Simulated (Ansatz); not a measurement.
# NaH under changes of volume

One of the cells (14.527 Å³/atom); the others are scaled copies at fixed shape and fractional positions:

```
Na H
1.0
     0.00000    2.44000    2.44000
     2.44000    0.00000    2.44000
     2.44000    2.44000    0.00000
Na H
1 1
Direct
  0.00000 0.00000 0.00000
  0.50000 0.50000 0.50000
```

```yaml
Program: Ansatz 0.2.0
Functional: r2SCAN
Potentials_or_basis: Ansatz PAW
Cutoff: "500 eV (not typed: the program's choice for these potentials)"
k_mesh: 9 × 9 × 9
Occupations: fermi-dirac, width 0.05 eV
Spin: no spin polarisation
```

```tsv
volume (Å³/atom)	energy over the lowest point (meV/atom)	pressure (GPa)	gap on the mesh (eV)
13.655	0.00	0.2	4.73
13.946	0.06	-0.3	4.69
14.236	1.00	-0.7	4.64
14.527	?	?	?
14.817	5.21	-1.5	4.56
15.108	8.33	-1.9	4.53
15.398	12.05	-2.2	4.49
```

Q: What does the run at 14.527 Å³/atom give?

A: Energy over the lowest point 2.75 meV/atom; pressure -1.2 GPa; gap on the mesh 4.60 eV.

Worked out: A Birch-Murnaghan fit of order 3 (a polynomial in V^(-2/3)) to the other rows has its minimum at 13.78 Å³/atom with B0 = V·E''(V) = 24 GPa and B' = 3.7. It gives 2.74 meV/atom at 14.527 Å³/atom, against the run's 2.75, and -dE/dV = -1.2 GPa, against -1.2. A straight line through the other rows of the gap, of slope -2 eV per unit of ln V, gives 4.60 eV, against the run's 4.60.

Energies are extrapolated to zero smearing.

Caveats: odd divisions of the mesh miss points on the zone boundary, where band edges often lie, so the gap on the mesh can be too wide; the PAW data sets come from PBE, with cores solved anew for the run's functional, which leaves a small shift of forces and pressure.

A mesh can miss the band edges.
